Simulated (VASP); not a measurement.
# Ga (I4/mmm) in VASP: notebook, part 2 of 2

VASP 6.6.1. The steps go on from the part before.

### Step 4. Single point, PBE

INCAR

```
ADDGRID = False
ALGO = Normal
EDIFF = 1E-7
ENCUT = 700
GGA = PE
ISIF = 2
ISMEAR = 1
LASPH = True
LCHARG = False
LREAL = False
LWAVE = False
NELM = 100
PREC = Accurate
SIGMA = 0.1
```

KPOINTS

```
k-points
0
Gamma
  14 14 14
```

POSCAR

```
Ga
1.0
   -1.3843987196      1.3843987196      2.3112238365
    1.3843987196     -1.3843987196      2.3112238365
    1.3843987196      1.3843987196     -2.3112238365
Ga
1
Direct
    0.0000000000      0.0000000000      0.0000000000
```

Potentials or basis: VASP PAW PBE potentials, release 64 (Ga_d).

The run is started by

```
> cat potpaw_PBE.64/Ga_d/POTCAR > POTCAR
> mpirun -np 1 vasp_std > vasp.out
```

OUTCAR:

```text
EDIFF = 1E-7
   ENCUT = 700
   GGA = PE
   ISIF = 2
   ISMEAR = 1
   LASPH = True
   LREAL = False
   NELM = 100
   PREC = Accurate

 Found    244 irreducible k-points:

 Following reciprocal coordinates:
            Coordinates               Weight
  0.000000  0.000000  0.000000      1.000000
  0.071429  0.000000 -0.000000      8.000000
  0.142857 -0.000000  0.000000      8.000000
  0.214286  0.000000 -0.000000      8.000000
  0.285714  0.000000  0.000000      8.000000
  0.357143  0.000000 -0.000000      8.000000
   k-points           NKPTS =    244   k-points in BZ     NKDIM =    244   number of bands    NBANDS=     10
   number of dos      NEDOS =    301   number of ions     NIONS =      1
   total plane-waves  NPLWV =  21952
   dimension x,y,z NGX =    28 NGY =   28 NGZ =   28
   dimension x,y,z NGXF=    56 NGYF=   56 NGZF=   56
   ions per type =               1
   NGX,Y,Z   is equivalent  to a cutoff of  15.37, 15.37, 15.37 a.u.
   NGXF,Y,Z  is equivalent  to a cutoff of  30.74, 30.74, 30.74 a.u.
 SYSTEM =  unknown system
   PREC   = accura    normal or accurate (medium, high low for compatibility)
   ISTART =      0    job   : 0-new  1-cont  2-samecut
   ICHARG =      2    charge: 1-file 2-atom 10-const
   ISPIN  =      1    spin polarized calculation?
   LNONCOLLINEAR =      F non collinear calculations
   LSORBIT =      F    spin-orbit coupling
   LASPH  =      T    aspherical Exc in radial PAW
   ENCUT  =  700.0 eV  51.45 Ry    7.17 a.u.   6.53  6.53  6.53*2*pi/ulx,y,z
   NELM   =    100;   NELMIN=  2; NELMDL= -5     # of ELM steps
   EDIFF  = 0.1E-06   stopping-criterion for ELM
   LREAL  =      F    real-space projection
   EDIFFG = 0.1E-05   stopping-criterion for IOM
   NSW    =      0    number of steps for IOM
   IBRION =     -1    ionic relax: 0-MD 1-quasi-New 2-CG
   NFREE  =      0    steps in history (QN), initial steepest desc. (CG)
   ISIF   =      2    stress and relaxation
   ISYM   =      2    0-nonsym 1-usesym 2-fastsym
   POTIM  = 0.5000    time-step for ionic-motion
   TEBEG  =    0.0;   TEEND  =   0.0 temperature during run
   PSTRESS=    0.0 pullay stress
   NELECT =      13.0000    total number of electrons
   NUPDOWN=      -1.0000    fix difference up-down
   EMIN   =  10.00;   EMAX   =-10.00  energy-range for DOS
   EFERMI =   0.00;   METHOD = LEGACY
   ISMEAR =     1;   SIGMA  =   0.10  broadening in eV -4-tet -1-fermi 0-gaus
   EFERMI_NEDOS =   21; number of points for ismear=-14 and -15
   IALGO  =     38    algorithm
   IMIX   =      4    mixing-type and parameters
     AMIX     =   0.40;   BMIX     =  1.00
     AMIX_MAG =   1.60;   BMIX_MAG =  1.00
  volume/ion in A,a.u.               =      17.72       119.57
  Fermi-wavevector in a.u.,A,eV,Ry     =   1.476549  2.790273 29.663375  2.180197
  Thomas-Fermi vector in A             =   2.591062
   LORBIT       =      0    0 simple, 1 ext, 2 COOP (PROOUT), +10 PAW based schemes
   GGA     = PE    functional components
   LHFCALC =     F    Hartree Fock is set to
   AEXX    =    0.0000 exact exchange contribution
   IVDW    =     0    specifies the selected vdW correction
   LEPSILON=     F    determine dielectric tensor
   LRPA    =     F    only Hartree local field effects (RPA)
 non-spin polarized calculation
 Methfessel and Paxton  Order N= 1 SIGMA  =   0.10
  energy-cutoff  :      700.00
  volume of cell :       17.72
 maximum number of plane-waves:       762
 NGX is ok and might be reduce to    28
   NGX = 13   NGY = 13   NGZ = 13

 number of electron      13.0000003 magnetization

 Free energy of the ion-electron system (eV)
  ---------------------------------------------------
  ext. energy  EPLUGINS =         0.00000000
  ---------------------------------------------------
  free energy    TOTEN  =        -2.87057616 eV

  energy without entropy =       -2.87040284  energy(sigma->0) =       -2.87051839

 E-fermi :   6.1510     XC(G=0): -11.3335

 val. band max:        6.1465464396   @ k =  -0.4286   0.5000   0.0714
 cond. band min:       6.1686895347   @ k =  -0.3571   0.4286   0.2143
 fundamental gap:      0.0221430951
 Fermi energy:         6.1509505468

 k-point     1 :       0.0000    0.0000    0.0000
  band No.  band energies     occupation
      1      -8.9554      2.00000
      2      -8.7959      2.00000
      3      -8.7603      2.00000
      4      -8.7603      2.00000
      5      -8.5978      2.00000
      6      -5.3850      2.00000
      7      18.8479      0.00000
      8      19.1546      0.00000
      9      19.1546      0.00000
     10      22.5208      0.00000

 k-point     2 :       0.0714    0.0000   -0.0000
  band No.  band energies     occupation
      1      -8.9463      2.00000
      2      -8.7933      2.00000
      3      -8.7632      2.00000
      4      -8.7547      2.00000
      5      -8.6026      2.00000
      6      -5.2463      2.00000
      7      17.4452      0.00000
      8      18.3973      0.00000
      9      19.0331      0.00000
     10      21.5755      0.00000

 k-point     3 :       0.1429   -0.0000    0.0000
  band No.  band energies     occupation
      1      -8.9261      2.00000
      2      -8.7975      2.00000
      3      -8.7560      2.00000
      4      -8.7402      2.00000
      5      -8.6149      2.00000
      6      -4.8272      2.00000
      7      14.5162      0.00000
      8      17.3408      0.00000
      9      18.7844      0.00000
     10      20.7013      0.00000

 k-point     4 :       0.2143    0.0000   -0.0000
  band No.  band energies     occupation
      1      -8.9104      2.00000
      2      -8.8227      2.00000
      3      -8.7245      2.00000
      4      -8.7168      2.00000
      5      -8.6273      2.00000
      6      -4.1219      2.00000
      7      11.5237      0.00000
      8      16.2599      0.00000
      9      18.5774      0.00000
     10      19.7971      0.00000

 k-point     5 :       0.2857    0.0000    0.0000
  band No.  band energies     occupation
      1      -8.9057      2.00000
      2      -8.8566      2.00000
      3      -8.7208      2.00000
      4      -8.6584      2.00000
      5      -8.6272      2.00000
      6      -3.1275      2.00000
      7       8.6928      0.00000
      8      15.3363      0.00000
      9      18.4922      0.00000
     10      19.0324      0.00000

 k-point     6 :       0.3571    0.0000   -0.0000
  band No.  band energies     occupation
      1      -8.9094      2.00000
      2      -8.8875      2.00000
      3      -8.7308      2.00000
      4      -8.6135      2.00000
      5      -8.5997      2.00000
      6      -1.8469      2.00000
      7       6.0831      1.90438
      8      14.6417      0.00000
      9      18.4771      0.00000
     10      18.5320      0.00000

 [... further k-points ...]

------------------------ aborting loop because EDIFF is reached ----------------------------------------

  FORCE on cell =-STRESS in cart. coord.  units (eV):
  Direction    XX          YY          ZZ          XY          YZ          ZX
  --------------------------------------------------------------------------------------
  -------------------------------------------------------------------------------------
  Total        0.4460603      0.4460603      0.3897317      0.0000000      0.0000000      0.0000000
  in kB       40.3347857     40.3347857     35.2413031      0.0000000      0.0000000      0.0000000
  external PRESSURE =      38.6369581 kB  Pullay stress =       0.0000000 kB

 VOLUME and BASIS-vectors are now :
 -----------------------------------------------------------------------------
  energy-cutoff  :      700.00
  volume of cell :       17.72
      direct lattice vectors                 reciprocal lattice vectors
    -1.384398720  1.384398720  2.311223836     0.000000000  0.361167627  0.216335602
     1.384398720 -1.384398720  2.311223836     0.361167627  0.000000000  0.216335602
     1.384398720  1.384398720 -2.311223836     0.361167627  0.361167627  0.000000000

 POSITION                                       TOTAL-FORCE (eV/Angst)
 -----------------------------------------------------------------------------------
      0.00000      0.00000      0.00000         0.000000     -0.000000      0.000000
 -----------------------------------------------------------------------------------
    total drift:                                0.000000     -0.000000     -0.000000

  FREE ENERGIE OF THE ION-ELECTRON SYSTEM (eV)
  ---------------------------------------------------
  free  energy   TOTEN  =        -2.8705761595 eV

  energy  without entropy=       -2.8704028373  energy(sigma->0) =       -2.87051839
```

OSZICAR:

```text
N       E                     dE             d eps       ncg     rms          rms(c)
DAV:   1     0.389684310408E+02    0.38968E+02   -0.81027E+03  5044   0.268E+03
DAV:   2    -0.152957515851E+01   -0.40498E+02   -0.39561E+02  5028   0.268E+02
DAV:   3    -0.288979306258E+01   -0.13602E+01   -0.13563E+01  5646   0.441E+01
DAV:   4    -0.290127731920E+01   -0.11484E-01   -0.11482E-01  5676   0.423E+00
DAV:   5    -0.290141602626E+01   -0.13871E-03   -0.13870E-03  5652   0.412E-01    0.928E-01
DAV:   6    -0.287685018692E+01    0.24566E-01   -0.49373E-02  5646   0.496E+00    0.468E-01
DAV:   7    -0.287120606090E+01    0.56441E-02   -0.93866E-03  6910   0.183E+00    0.126E-01
DAV:   8    -0.287057143873E+01    0.63462E-03   -0.78822E-04  5902   0.593E-01    0.976E-03
DAV:   9    -0.287057565534E+01   -0.42166E-05   -0.96242E-06  6332   0.502E-02    0.352E-03
DAV:  10    -0.287057624640E+01   -0.59105E-06   -0.25822E-07  5294   0.776E-03    0.353E-04
DAV:  11    -0.287057615949E+01    0.86902E-07   -0.68755E-09  3278   0.167E-03
   1 F= -.28705762E+01 E0= -.28705184E+01  d E =-.173322E-03
```

stdout:

```text
POSCAR found type information on POSCAR Ga
 POSCAR found :  1 types and       1 ions
 scaLAPACK will be used
 LDA part: xc-table for (Slater+PW92), standard interpolation
 POSCAR, INCAR and KPOINTS ok, starting setup
 FFT: planning ... GRIDC
 FFT: planning ... GRID_SOFT
 FFT: planning ... GRID
 WAVECAR not read
 entering main loop
```

It took 24 s on 1 thread of Intel Xeon 6975P-C (Granite Rapids), shared host; peak memory 0.21 GiB.

These settings aren't checked as converged: the numbers below hold their error.

What came out:

```
Free energy            : -2.8706 eV
Pressure               : 3.9 GPa
Band gap on the k mesh : none (metal or under the smearing width)
```

### Step 5. Single point, PBE

INCAR: that of step 4 with these lines changed.

```diff
@@ -3,3 +3,3 @@
 EDIFF = 1E-7
-ENCUT = 700
+ENCUT = 550
 GGA = PE
```

KPOINTS

```
k-points
0
Gamma
  17 17 17
```

POSCAR is that of step 4.

The run is started by

```
> cat potpaw_PBE.64/Ga_d/POTCAR > POTCAR
> mpirun -np 1 vasp_std > vasp.out
```

It took 18 s on 1 thread of Intel Xeon 6975P-C (Granite Rapids), shared host; peak memory 0.2 GiB.

These settings aren't checked as converged: the numbers below hold their error.

What came out:

| Property | Result |
| --- | --- |
| Free energy | -2.8733 eV |
| Pressure | 4.1 GPa |
| Band gap on the k mesh | none (metal or under the smearing width) |

### Step 6. For comparison

An earlier run on the cell as given: functional PBEsol; potentials or basis VASP PAW PBE potentials, release 64 (Ga_d); cutoff 520 eV; k mesh 13 × 13 × 13; occupations fermi-dirac, width 0.05 eV; no spin polarisation.

- Pressure: -0.2 GPa
- Band gap on the k mesh: none (metal or under the smearing width)
